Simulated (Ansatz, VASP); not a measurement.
One calculation of Rb, two programs

```
Rb
1.0
     0.00000    3.50262    3.50262
     3.50262    0.00000    3.50262
     3.50262    3.50262    0.00000
Rb
1
Direct
  0.00000 0.00000 0.00000
```

Alike in both runs: task single point; functional PBEsol; k mesh 10 × 10 × 10; occupations gaussian, width 0.1 eV; no spin polarisation.

|  | VASP | Ansatz |
| --- | --- | --- |
| version | VASP 6.6.1 | Ansatz 0.2.0 |
| potentials or method | VASP PAW PBE potentials, release 64 (Rb_sv) | scalar-relativistic, plane waves, PAW |
| plane-wave cutoff (eV) | 520 | 420 |
| valence electrons in the cell | 9 | 9 |

|  | VASP | Ansatz | Ansatz less VASP |
| --- | --- | --- | --- |
| gap on the k mesh at the Fermi level (eV) | none | none | - |
| pressure (GPa) | 0.0 | 0.0 | 0.00 |

A gap of «none» marks a metal or a gap that the smearing closes.

Caveats: the PAW data sets were made with another functional, which shifts forces and pressure a little (VASP).
